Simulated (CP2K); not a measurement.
## CsI in CP2K: the effect of functional

Crystal: CsI.

```xyz
2
Lattice="4.5667 0.0000 0.0000 0.0000 4.5667 0.0000 0.0000 0.0000 4.5667" Properties=species:S:1:pos:R:3 pbc="T T T"
Cs    0.0000    0.0000    0.0000
I     2.2833    2.2833    2.2833
```

Alike in all runs:

```yaml
Program: CP2K 2026.2
Task: band structure
Potentials_or_basis: POTENTIAL_UZH Cs GTH-PBE-q9, I GTH-PBE-q7; TZVP-MOLOPT-PBE-GTH basis
Density_cutoff: 9184 eV
k_mesh: 6 × 6 × 6
Occupations: fermi-dirac, width 0.05 eV
Spin: no spin polarisation
```

One run gave: gap on the mesh 3.45 eV; pressure -0.9 GPa. Which functional did it use?
A. rev-vdW-DF2
B. LDA
C. optB88-vdW
D. TASK
E. WC

B.

```tsv
functional	gap on the mesh (eV)	pressure (GPa)
LDA	3.45	-0.9
PBEsol	3.65	-0.1
rev-vdW-DF2	3.76	0.2
optB88-vdW	3.87	0.2
WC	3.68	-0.1
TASK	6.19	5.7
```

Caveats: the potentials were made for another functional, which shifts forces and pressure; spin-orbit coupling is left out, which moves the levels of the heavy elements; the basis of atomic orbitals isn't converged, which shifts pressures, moduli and gaps.

Runs at the PBE level aren't shown here.
